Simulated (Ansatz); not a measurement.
The system is P, a slab with vacuum.

```xyz
4
Lattice="3.2837 0.0000 0.0000 0.0000 34.8570 0.0000 0.0000 0.0000 4.6321" Properties=species:S:1:pos:R:3 pbc="T T T"
P     1.6419   33.8204    4.2052
P     1.6419    1.0366    0.4268
P     0.0000    1.0366    1.8892
P     0.0000   33.8204    2.7429
```

Base run:

```yaml
Program: Ansatz 0.2.0
Functional: r2SCAN
Potentials_or_basis: Ansatz PAW
Cutoff: "500 eV (not typed: the program's choice for these potentials)"
k_mesh: 8 × 1 × 6
Occupations: fermi-dirac, width 0.05 eV
Spin: no spin polarisation
```

Its results: band gap on the k mesh 1.10 eV, direct; largest force 0.104 eV/Å.

Problem. The run is repeated on the same cell with these changes: functional from r2SCAN to PBEsol; cutoff from 500 eV (not typed: the program's choice for these potentials) to 420 eV (not typed: the program's choice for these potentials). What comes out?

Solution. Band gap on the k mesh 0.88 eV, direct; largest force 0.270 eV/Å.

r2SCAN gives the wider gap, since meta-GGAs in the generalised Kohn-Sham scheme recover part of the derivative discontinuity.

Caveats: the PAW data sets come from PBE, with cores solved anew for the run's functional, which leaves a small shift of forces and pressure.
